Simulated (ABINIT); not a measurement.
Here is an ABINIT 10.8.3 (patched build) calculation.

run.abi

```
ndtset 7
getwfk -1
scalecart1 3*0.9795861087
scalecart2 3*0.9864848297
scalecart3 3*0.9932883884
scalecart4 3*1.0000000000
scalecart5 3*1.0066227096
scalecart6 3*1.0131594038
scalecart7 3*1.0196128224

pp_dirpath "./"
pseudos "N.GGA_PBE-JTH.xml, B.GGA_PBE-JTH.xml"

acell 3*1.0 Angstrom
rprim
     0.0000000000     1.8130010000     1.8130010000
     1.8130010000     0.0000000000     1.8130010000
     1.8130010000     1.8130010000     0.0000000000
ntypat 2
znucl 7 5
natom 2
typat 1 2
xred
     0.2500000000     0.2500000000     0.2500000000
     0.0000000000     0.0000000000     0.0000000000

ecut 870.764360 eV
pawecutdg 54.0

kptopt 1
ngkpt 13 13 13
nshiftk 1
shiftk 0.0 0.0 0.0

ixc -116133

nband 8
occopt 3
tsmear 0.00183747

nstep 100
tolvrs 1.0e-9

iomode 3
prtwf 1
prtden 0
prteig 0
prtebands 0
enunit 1
```

Potentials or basis: JTH PAW PBE v2.0.

The run is started by

```sh
$ abinit run.abi > log 2>&1
```

Q: What does it give for the bulk modulus?

A: 387 GPa.

Q: What does it give for the equilibrium volume?

A: 5.86 Å³/atom.

Energy against volume, from the lowest point:
```csv
volume (Å³/atom),energy (meV/atom)
5.602,15.19
5.721,4.32
5.840,0.00
5.959,1.68
6.078,8.75
6.198,20.76
6.317,37.25
```

Caveat: pressures at fixed basis lie under the slope of the energies; the PAW data sets were made with another functional, which shifts forces and pressure a little; the atomic spheres overlap.

**The experiment to reproduce.**

From “Effect of nanostructuration on compressibility of cubic BN”, 2012, arxiv:1208.3664, for a bulk crystal of BN at 300 K: bulk modulus 395 ± 2 GPa.

Against the measured bulk modulus of BN, 395 GPa (300 K; quoted in “Effect of nanostructuration on compressibility of cubic BN”, 2012, arxiv:1208.3664), the calculated 387 GPa is off by -2.1 %. The fit is for a static lattice scaled at fixed shape and fixed fractional positions.
